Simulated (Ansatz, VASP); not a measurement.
**P in VASP and in Ansatz**

File POSCAR:

```
P
1.0
   -1.6915100431      2.5151650373      1.8589441358
    1.6915100431     -2.5151650373      1.8589441358
    1.6915100431      2.5151650373     -1.8589441358
P
2
Direct
    0.8033091100      0.0533091100      0.7500000000
    0.1966908900      0.9466908900      0.2500000000
```

Contents of INCAR.step1:

```
ALGO = Normal
EDIFF = 1E-4
ENCUT = 520
GGA = PE
ISMEAR = 0
LASPH = True
LCHARG = False
LREAL = False
LWAVE = True
NBANDS = 12
NELM = 60
PREC = Accurate
SIGMA = 0.1
```

INCAR.step2

```
ALGO = Normal
EDIFF = 1E-6
ENCUT = 520
ISIF = 2
ISMEAR = 0
ISTART = 1
LASPH = True
LCHARG = True
LELF = True
LMIXTAU = True
LREAL = False
LVHAR = True
LWAVE = False
METAGGA = R2SCAN
NBANDS = 12
NELM = 60
PREC = Accurate
SIGMA = 0.1
```

File KPOINTS:

```
k-points
0
Gamma
  6 6 6
```

Input for Ansatz:

```yaml
crystal:
  lattice:
    - [-1.6915100431, 2.5151650373, 1.8589441358]
    - [1.6915100431, -2.5151650373, 1.8589441358]
    - [1.6915100431, 2.5151650373, -1.8589441358]
  atoms:
    - { symbol: P, position: [0.80330911, 0.05330911, 0.75] }
    - { symbol: P, position: [0.19669089, 0.94669089, 0.25] }
basis:
  ecutwfc: 500
kpoints:
  mp_grid: { grid: [6, 6, 6] }
hamiltonian:
  xc: r2scan
scf:
  occupations: { method: gaussian, width: 0.1 }
output:
  forces: true
  stress: true
  eigenvalues: true
```

Alike in both runs: task single point; functional r2SCAN; k mesh 6 × 6 × 6; occupations gaussian, width 0.1 eV; no spin polarisation.

```csv
,VASP,Ansatz
version,VASP 6.6.1,Ansatz 0.2.0
potentials or method,"VASP PAW PBE potentials, release 64 (P)","scalar-relativistic, plane waves, PAW"
plane-wave cutoff (eV),520,500
valence electrons in the cell,10,10
```

Ansatz gave:

```
gap on the k mesh at the Fermi level (eV)       : none
pressure (GPa)                                  : 1.9
largest component of the traceless stress (GPa) : 0.89
rms of the force components (eV/Å)              : 0.032
```

Task: What did VASP give for the same quantities?

Result: gap on the k mesh at the Fermi level (eV): none; pressure (GPa): 1.3; largest component of the traceless stress (GPa): 1.21; rms of the force components (eV/Å): 0.026.

Atom by atom the forces differ by 0.058 eV/Å (rms over components). A gap of «none» marks a metal or a gap that the smearing closes.

Caveats: the k mesh is coarse (spacing up to 0.42 Å⁻¹), so the values aren't converged; the PAW data sets were made with another functional, which shifts forces and pressure a little (VASP).
